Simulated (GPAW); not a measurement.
# PtSe2 (Sudovikovite) (P-3m1) in GPAW: convergence with plane-wave cutoff (eV)

Aim: find how far plane-wave cutoff (eV) must go before the results for PtSe2 (Sudovikovite) settle, at r2SCAN. This setting moves, with any that are tied to it; all else stays.

All numbers are computed with GPAW 26.7.0; they aren't measurements. Logs are shortened: lines on timing, memory, paths and dates and some standing lists are left out, and cuts for length are marked. The log counts tension as positive stress, the text compression.

## (1) The structure

The structure is trigonal, space group P-3m1 (No. 164). Conventional cell: a = 3.724 Å, b = 3.724 Å, c = 5.062 Å, α = 90.00°, β = 90.00°, γ = 120.00°. Pt (site symmetry -3m) has 6 Se at 2.49 Å as nearest neighbours. Se (site symmetry 3m) is surrounded by 3 Pt at 2.49 Å.

## (2) With plane-wave cutoff (eV) 200

Contents of run.py:

```python
from ase.dft.bandgap import bandgap
from ase.io import read, write
from ase.units import GPa
from gpaw import GPAW, PW

atoms = read('PtSe2.xyz')

calc = GPAW(mode=PW(200),
            xc='MGGA_X_R2SCAN+MGGA_C_R2SCAN',
            kpts={'size': (6, 6, 4), 'gamma': True},
            occupations={'name': 'fermi-dirac', 'width': 0.05},
            nbands=26,
            convergence={'density': 1e-05, 'energy': 1e-05},
            maxiter=100,
            txt='gpaw.txt')
atoms.calc = calc
energy = atoms.get_potential_energy()
forces = atoms.get_forces()
stress = atoms.get_stress()
calc.write('gs.gpw')
write('result.traj', atoms)
print(f'Energy: {energy:.6f} eV')
print('Forces (eV/A):')
print(forces.round(4))
print('Stress (GPa):', (stress / GPa).round(3))
print('Fermi level:', round(calc.get_fermi_level(), 4), 'eV')
print(f'Gap: {bandgap(calc)[0]:.4f} eV, direct: {bandgap(calc, direct=True)[0]:.4f} eV')
```

Contents of PtSe2.xyz:

```xyz
3
Lattice="3.7240000000 0.0000000000 0.0000000000 -1.8620000000 3.2250786037 0.0000000000 0.0000000000 0.0000000000 5.0620000000" Properties=species:S:1:pos:R:3 pbc="T T T"
Pt     0.0000000000      0.0000000000      0.0000000000
Se     1.8620000002      1.0750262011      3.7965000000
Se    -0.0000000002      2.1500524026      1.2655000000
```

Potentials or basis: GPAW PAW data sets (gpaw-data 1.2.1), pw.

Launch:

```console
OMP_NUM_THREADS=1 python run.py
```

Run time: 12 s. Hardware: 1 thread of AMD EPYC 9R14 (Zen 4), shared host; peak memory 0.27 GiB.

Results:

| Item | Value |
| --- | --- |
| Free energy | -47.1256 eV |
| Pressure | 1.6 GPa |
| Largest force | 0.304 eV/Å |
| Band gap on the k mesh | none (metal or under the smearing width) |

## (3) With plane-wave cutoff (eV) 250

Changes to run.py since step 2:

```diff
@@ -7,3 +7,3 @@
 
-calc = GPAW(mode=PW(200),
+calc = GPAW(mode=PW(250),
             xc='MGGA_X_R2SCAN+MGGA_C_R2SCAN',
```

PtSe2.xyz is that of step 2.

Potentials or basis: GPAW PAW data sets (gpaw-data 1.2.1), pw.

Launch:

```console
OMP_NUM_THREADS=1 python run.py
```

Wall time 11 s (1 thread of AMD EPYC 9R14 (Zen 4), shared host); peak memory 0.28 GiB.

What came out:

```
Free energy            : -47.6398 eV
Pressure               : 0.4 GPa
Largest force          : 0.336 eV/Å
Band gap on the k mesh : none (metal or under the smearing width)
```

## (4) With plane-wave cutoff (eV) 300

Changes to run.py since step 3:

```diff
@@ -7,3 +7,3 @@
 
-calc = GPAW(mode=PW(250),
+calc = GPAW(mode=PW(300),
             xc='MGGA_X_R2SCAN+MGGA_C_R2SCAN',
```

PtSe2.xyz is that of step 3.

Launch:

```console
OMP_NUM_THREADS=1 python run.py
```

Wall time 15 s (1 thread of AMD EPYC 9R14 (Zen 4), shared host); peak memory 0.28 GiB.

Results:

```
Free energy            : -48.0697 eV
Pressure               : 1.3 GPa
Largest force          : 0.320 eV/Å
Band gap on the k mesh : none (metal or under the smearing width)
```

## (5) With plane-wave cutoff (eV) 350

Changes to run.py since step 4:

```diff
@@ -7,3 +7,3 @@
 
-calc = GPAW(mode=PW(300),
+calc = GPAW(mode=PW(350),
             xc='MGGA_X_R2SCAN+MGGA_C_R2SCAN',
```

PtSe2.xyz is that of step 4.

Launch:

```console
OMP_NUM_THREADS=1 python run.py
```

Run time: 24 s. Hardware: 1 thread of AMD EPYC 9R14 (Zen 4), shared host; peak memory 0.29 GiB.

What came out:

- Free energy: -48.2988 eV
- Pressure: 2.9 GPa
- Largest force: 0.352 eV/Å
- Band gap on the k mesh: none (metal or under the smearing width)

## (6) With plane-wave cutoff (eV) 400

Changes to run.py since step 5:

```diff
@@ -7,3 +7,3 @@
 
-calc = GPAW(mode=PW(350),
+calc = GPAW(mode=PW(400),
             xc='MGGA_X_R2SCAN+MGGA_C_R2SCAN',
```

PtSe2.xyz is that of step 5.

Potentials or basis: GPAW PAW data sets (gpaw-data 1.2.1), pw.

Launch:

```console
OMP_NUM_THREADS=1 python run.py
```

It took 25 s on 1 thread of AMD EPYC 9R14 (Zen 4), shared host; peak memory 0.29 GiB.

What came out:

```yaml
Free_energy: -48.4077 eV
Pressure: 4.0 GPa
Largest_force: 0.364 eV/Å
Band_gap_on_the_k_mesh: none (metal or under the smearing width)
```

## (7) With plane-wave cutoff (eV) 500

Changes to run.py since step 6:

```diff
@@ -7,3 +7,3 @@
 
-calc = GPAW(mode=PW(400),
+calc = GPAW(mode=PW(500),
             xc='MGGA_X_R2SCAN+MGGA_C_R2SCAN',
```

PtSe2.xyz is that of step 6.

Launch:

```console
OMP_NUM_THREADS=1 python run.py
```

Wall time 25 s (1 thread of AMD EPYC 9R14 (Zen 4), shared host); peak memory 0.31 GiB.

It converged, with:

```yaml
Free_energy: -48.4656 eV
Pressure: 4.7 GPa
Largest_force: 0.365 eV/Å
Band_gap_on_the_k_mesh: none (metal or under the smearing width)
```

## (8) With plane-wave cutoff (eV) 600

Changes to run.py since step 7:

```diff
@@ -7,3 +7,3 @@
 
-calc = GPAW(mode=PW(500),
+calc = GPAW(mode=PW(600),
             xc='MGGA_X_R2SCAN+MGGA_C_R2SCAN',
```

PtSe2.xyz is that of step 7.

Launch:

```console
OMP_NUM_THREADS=1 python run.py
```

Run time: 43 s. Hardware: 1 thread of AMD EPYC 9R14 (Zen 4), shared host; peak memory 0.33 GiB.

The run converged. Its results:

```yaml
Free_energy: -48.4746 eV
Pressure: 4.9 GPa
Largest_force: 0.364 eV/Å
Band_gap_on_the_k_mesh: none (metal or under the smearing width)
```

## (9) With plane-wave cutoff (eV) 800

Changes to run.py since step 8:

```diff
@@ -7,3 +7,3 @@
 
-calc = GPAW(mode=PW(600),
+calc = GPAW(mode=PW(800),
             xc='MGGA_X_R2SCAN+MGGA_C_R2SCAN',
```

PtSe2.xyz is that of step 8.

Potentials or basis: GPAW PAW data sets (gpaw-data 1.2.1), pw.

Launch:

```console
OMP_NUM_THREADS=1 python run.py
```

Run time: 50 s. Hardware: 1 thread of AMD EPYC 9R14 (Zen 4), shared host; peak memory 0.35 GiB.

It converged, with:

- Free energy: -48.4779 eV
- Pressure: 4.9 GPa
- Largest force: 0.364 eV/Å
- Band gap on the k mesh: none (metal or under the smearing width)

## (10) With plane-wave cutoff (eV) 1000

Changes to run.py since step 9:

```diff
@@ -7,3 +7,3 @@
 
-calc = GPAW(mode=PW(800),
+calc = GPAW(mode=PW(1000),
             xc='MGGA_X_R2SCAN+MGGA_C_R2SCAN',
```

PtSe2.xyz is that of step 9.

Potentials or basis: GPAW PAW data sets (gpaw-data 1.2.1), pw.

Launch:

```console
OMP_NUM_THREADS=1 python run.py
```

gpaw.txt:

```text
__  _  _
 | _ |_)|_||  |
 |__||  | ||/\| - 26.7.0

Input parameters:
  mode=PW(ecut=1000.0),
  convergence={'density': 1e-05, 'energy': 1e-05},
  kpts=MonkhorstPack(size=(6, 6, 4), gamma=True),
  maxiter=100,
  nbands=26,
  occupations=Occupations(name='fermi-dirac', width=0.05),
  xc=XC(name='MGGA_X_R2SCAN+MGGA_C_R2SCAN')

Diagonalizing LCAO Hamiltonian
Converting LCAO to pw mode

            Se

        Se

       Pt

Atoms  # Å, Bohr magnetons
|   | symbol |         x |        y |        z |    initial magnetic moments |
|---|--------|-----------|----------|----------|-----------------------------|
| 0 |     Pt |  0.000000 | 0.000000 | 0.000000 | ( 0.0000,  0.0000,  0.0000) |
| 1 |     Se |  1.862000 | 1.075026 | 3.796500 | ( 0.0000,  0.0000,  0.0000) |
| 2 |     Se | -0.000000 | 2.150052 | 1.265500 | ( 0.0000,  0.0000,  0.0000) |

Unit cell  # Å
| periodic |         x |        y |        z |  lengths |     angles |
|----------|-----------|----------|----------|----------|------------|
|      yes |  3.724000 | 0.000000 | 0.000000 | 3.724000 |  90.000000 |
|      yes | -1.862000 | 3.225079 | 0.000000 | 3.724000 |  90.000000 |
|      yes |  0.000000 | 0.000000 | 5.062000 | 5.062000 | 120.000000 |

Number of symmetries: 12
Symmetry operations  # r_c * U_cc + t_c -> r_c
|    | kind |            matrix            |
|----|------|------------------------------|
|  0 |  σ   |  1, 1, 0,  0,-1, 0,  0, 0, 1 |
|  1 |  S6  |  1, 1, 0, -1, 0, 0,  0, 0,-1 |
|  2 |  E   |  1, 0, 0,  0, 1, 0,  0, 0, 1 |
|  3 |  C2  |  1, 0, 0, -1,-1, 0,  0, 0,-1 |
|  4 |  C2  |  0, 1, 0,  1, 0, 0,  0, 0,-1 |
|  5 |  C3  |  0, 1, 0, -1,-1, 0,  0, 0, 1 |
|  6 |  S6  |  0,-1, 0,  1, 1, 0,  0, 0,-1 |
|  7 |  σ   |  0,-1, 0, -1, 0, 0,  0, 0, 1 |
|  8 |  σ   | -1, 0, 0,  1, 1, 0,  0, 0, 1 |
|  9 |  i   | -1, 0, 0,  0,-1, 0,  0, 0,-1 |
| 10 |  C3  | -1,-1, 0,  1, 0, 0,  0, 0, 1 |
| 11 |  C2  | -1,-1, 0,  0, 1, 0,  0, 0,-1 |

BZ-sampling:
  Number of BZ points: 144
  Number of IBZ points: 24

  Monkhorst-Pack size: [6, 6, 4]
  Monkhorst-Pack shift: [0.08333333333333333, 0.08333333333333333, 0.125]

K-points  # in reciprocal-cell coordinates
[... 86 lines left out ...]
    Using partial waves for Se as LCAO basis

Reference energy: -632582.427029  # eV

eigensolver:
  PPCG
  Converge bands: occupied
  niter=2

density mixing:
  MSR1-Mixer
  Pratt-step length: 0.05
  Maximum mixing coefficient: 0.75
  Old densities: 10
  SVD Regularization: 0.005
  Good broyden scale: 1.0
  Trust region scale: 1.0
  Backstep threshold: 4.0
  History deletion threshold: 6.0
  Fourier metric: weight=20.0, sigma=0.015

occupation numbers:
  Fermi-Dirac:
    width: 0.0500  # eV

poisson solver:
  ecut: 8000.0  # eV

xc functional:
  name: MGGA_X_R2SCAN+MGGA_C_R2SCAN with 2 nearest neighbor stencil

convergence criteria:
[... 6 lines left out ...]
|iter     | |      energy | eigst |  dens |
|---------|-|-------------|-------|-------|
|iter:   1| |  -54.821912 | +0.21 |       |
|iter:   2| |  -48.816708 | -1.35 | -1.15 |
|iter:   3| |  -48.497697 | -2.14 | -1.22 |
|iter:   4| |  -48.473516 | -2.73 | -1.48 |
|iter:   5| |  -48.476474 | -3.01 | -1.82 |
|iter:   6| |  -48.477219 | -4.49 | -2.57 |
|iter:   7| |  -48.477331 | -5.24 | -3.05 |
|iter:   8| |  -48.477334c| -6.37 | -3.81 |
|iter:   9| |  -48.477336c| -7.85c| -4.58 |
|iter:  10| |  -48.477336c| -7.80c| -4.91 |
|iter:  11| |  -48.477336c| -8.43c| -5.32c|

Converged in 11 steps
Energy contributions relative to reference atoms: (reference = -632582.427029)

Energy contributions:
  Kinetic:          14.733664
  Coulomb:         -14.762345
  Zero:             -0.657385
  External:          0.000000
  Xc:              -47.788975
  Entropy:          -0.004592
  Spinorbit:         0.000000
  ----------------------------
  Free energy:     -48.479632
  Extrapolated:    -48.477336

dipole moment: (-6.397626, -11.081014, -17.392473)  # |e|*Ang

Fermi level: 8.202
Eigenvalues  # (at kpt = [0.000, 0.000, 0.000])
| band index |      eig [eV] | occ [0-2] |
|------------|---------------|-----------|
|          0 |       -47.330 |     2.000 |
|        ... |               |           |
|          5 |         0.697 |     2.000 |
|          6 |         1.397 |     2.000 |
|          7 |         1.397 |     2.000 |
|          8 |         3.884 |     2.000 |
|          9 |         3.889 |     2.000 |
|         10 |         5.410 |     2.000 |
[... 8 lines left out ...]
|         19 |        15.917 |     0.000 |
|         20 |        20.731 |     0.000 |
|        ... |               |           |
|         25 |        21.559 |     0.000 |

No gap
No difference between direct/indirect transitions

Forces  # eV/Ang
|        x |       y |        z |
|----------|---------|----------|
|  0.00000 | 0.00000 |  0.00000 |  # Pt   0
| -0.00000 | 0.00000 | -0.36339 |  # Se   1
|  0.00000 | 0.00000 |  0.36339 |  # Se   2

Stress tensor  # eV/Ang^3
|         x |         y |         z |
|-----------|-----------|-----------|
| -0.030045 | -0.000000 |  0.000000 |
| -0.000000 | -0.030045 |  0.000000 |
|  0.000000 |  0.000000 | -0.031128 |

# Writing to gs.gpw (mode='')
```

stdout:

```text
Energy: -48.477336 eV
Forces (eV/A):
[[ 0.      0.      0.    ]
 [-0.      0.     -0.3634]
 [ 0.      0.      0.3634]]
Stress (GPa): [-4.814 -4.814 -4.987  0.     0.    -0.   ]
Fermi level: 8.2023 eV
Gap: 0.0000 eV, direct: 0.0000 eV
```

Run time: 77 s. Hardware: 1 thread of AMD EPYC 9R14 (Zen 4), shared host; peak memory 0.39 GiB.

Results:

* Free energy: -48.4796 eV
* Pressure: 4.9 GPa
* Largest force: 0.363 eV/Å
* Band gap on the k mesh: none (metal or under the smearing width)

## (11) The series at a glance

| plane-wave cutoff (eV) | energy less the tightest run, at zero smearing (meV/atom) | pressure (GPa) | largest force (eV/Å) | SCF cycles | CPU time (s) | peak memory (GiB) |
| --- | --- | --- | --- | --- | --- | --- |
| 200 | 451.17 | 1.60 | 0.304 | 11 | 12 | 0.27 |
| 250 | 279.86 | 0.43 | 0.336 | 11 | 11 | 0.28 |
| 300 | 136.59 | 1.34 | 0.320 | 11 | 15 | 0.28 |
| 350 | 60.25 | 2.86 | 0.352 | 11 | 24 | 0.29 |
| 400 | 23.98 | 3.96 | 0.364 | 11 | 25 | 0.29 |
| 500 | 4.69 | 4.73 | 0.365 | 11 | 25 | 0.31 |
| 600 | 1.68 | 4.85 | 0.364 | 11 | 43 | 0.33 |
| 800 | 0.59 | 4.87 | 0.364 | 11 | 50 | 0.35 |
| 1000 | 0.00 | 4.87 | 0.363 | 11 | 76 | 0.39 |

Against the tightest run, the energy stays within 1 meV/atom from 800 on; the pressure stays within 0.1 GPa from 600 on; the largest force stays within 0.005 eV/Å from 400 on. The tightest run that finished is the yardstick and may itself not be fully converged.

Caveats: the PAW data sets were made with another functional, which shifts forces and pressure a little.
